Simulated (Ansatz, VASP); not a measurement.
Ni in VASP and in Ansatz

```
Ni
1.0
     0.00000    1.74183    1.74183
     1.74183    0.00000    1.74183
     1.74183    1.74183    0.00000
Ni
1
Direct
  0.00000 0.00000 0.00000
```

Change from the starting cell: volume scaled by 0.97.

Alike in both runs: task single point; functional PBE; k mesh 18 × 18 × 18; occupations fermi-dirac, width 0.08 eV; collinear spin.

|  | VASP | Ansatz |
| --- | --- | --- |
| version | VASP 6.6.1 | Ansatz 0.2.0 |
| potentials or method | VASP PAW PBE potentials, release 64 (Ni), cutoff 520 eV | all-electron LAPW, scalar-relativistic |

Ansatz gave:

```
pressure (GPa)                                                : 6.5
net moment per atom (μB)                                      : 0.62
size of the moment on the site where the two differ most (μB) : 0.64
```

**Question.** Which values does VASP return?

**Answer.** Pressure (GPa): 6.4; net moment per atom (μB): 0.61; size of the moment on the site where the two differ most (μB): 0.62.

Site moments also hang on the region over which each program counts them. Ansatz ran all-electron here, so the differences hold the error of VASP's frozen core and of both bases.
